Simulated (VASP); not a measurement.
A run of VASP 6.6.1 is set up as follows.

INCAR

```
PREC     = Accurate       # precision mode
ENCUT    = 520            # plane-wave cutoff, eV
EDIFF    = 1E-6           # SCF threshold, eV
ISMEAR   = 0              # smearing method
SIGMA    = 0.013          # smearing width, eV
LREAL    = F              # projectors in reciprocal space
LASPH    = T              # aspherical terms in the spheres
NELM     = 80             # most SCF steps
ALGO     = Normal         # electronic algorithm
ISIF     = 2              # what is computed and relaxed
LWAVE    = F              # write WAVECAR
LCHARG   = T              # write CHGCAR
GGA      = PE             # functional
LELF     = T              # ELF
LVHAR    = T            
NBANDS   = 15             # bands
```

Contents of KPOINTS:

```
regular mesh
0
Gamma
  6 6 6
```

Contents of POSCAR:

```
KI
1.0
    0.0000000000      3.5464880000      3.5464880000
    3.5464880000      0.0000000000      3.5464880000
    3.5464880000      3.5464880000      0.0000000000
K I
1 1
Direct
    0.0000000000      0.0000000000      0.0000000000
    0.5000000000      0.5000000000      0.5000000000
```

Potentials or basis: VASP PAW PBE potentials, release 64 (K_sv, I).

Launch:

```bash
$ cat potpaw_PBE.64/K_sv/POTCAR potpaw_PBE.64/I/POTCAR > POTCAR
$ mpirun -np 1 vasp_std > vasp.out
```

Question: Predict the pressure.

Answer: 0.5 GPa.

Question: What does it give for the band gap on the k mesh?

Answer: 3.94 eV.

Caveat: spin-orbit coupling is left out, which moves the levels of the heavy elements.

**Experimental background.**

From a printed reference work, monograph, for a bulk crystal of KI: band gap 6.32 eV.

Measured gap of KI: 6.32 eV (a printed reference work, monograph). This calculation gives 3.94 eV (-2.38 eV). Spin-orbit coupling on I is left out. The value is that of PBE, without temperature or zero-point motion. Semilocal functionals fall short of measured gaps as a rule.
